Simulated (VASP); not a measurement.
Runs of VASP 6.6.1 on TiO2 (Rutile). Symmetry: P4_2/mnm, No. 136, tetragonal system. Conventional cell: a = 4.592 Å, b = 4.592 Å, c = 2.957 Å, α = 90.00°, β = 90.00°, γ = 90.00°. Around Ti (site symmetry mmm) lie 6 O at 1.95 to 1.98 Å. O (site symmetry m2m) has 3 Ti at 1.95 to 1.98 Å as nearest neighbours. 

| task | level | potentials or basis | cell | cutoff (eV) | gap on the mesh (eV) | pressure (GPa) | relaxed volume (Å³/atom) | largest force (eV/Å) |
| --- | --- | --- | --- | --- | --- | --- | --- | --- |
| relaxation of cell and atoms | LDA | VASP PAW LDA potentials, release 64 (Ti_sv, O) | relaxed | 600 | 1.82 | 0.1 | 10.09 | - |
| relaxation of cell and atoms | r2SCAN | VASP PAW PBE potentials, release 64 (Ti_sv, O) | relaxed | 600 | 2.21 | 0.0 | 10.44 | - |
| relaxation of cell and atoms | PBEsol | VASP PAW PBE potentials, release 64 (Ti_sv, O) | relaxed | 600 | 1.83 | 0.0 | (d) | 0.01 |
| relaxation of cell and atoms | PBE | VASP PAW PBE potentials, release 64 (Ti_sv, O) | relaxed | 600 | 1.82 | 0.0 | (c) | - |
| relaxation of cell and atoms | PBE+D3(BJ) | VASP PAW PBE potentials, release 64 (Ti_sv, O) | relaxed | 600 | 1.83 | 0.0 | (b) | - |
| band structure | PBE | VASP PAW PBE potentials, release 64 (Ti_sv, O) | as given | 520 | 1.91 | 6.1 | - | 0.13 |
| relaxation of cell and atoms | RPBE | VASP PAW PBE potentials, release 64 (Ti_sv, O) | relaxed | 600 | 1.84 | 0.0 | (a) | - |

Alike in all rows: no spin polarisation; k mesh 6 × 6 × 10; smearing gaussian 0.03 eV.

Estimate the missing entries.

(a) 10.93; (b) 10.47; (c) 10.67; (d) 10.34.

Caveats: the PAW data sets were made with another functional, which shifts forces and pressure a little (some runs).

A k mesh can miss the band edges.

Not every run made on this cell is shown here.
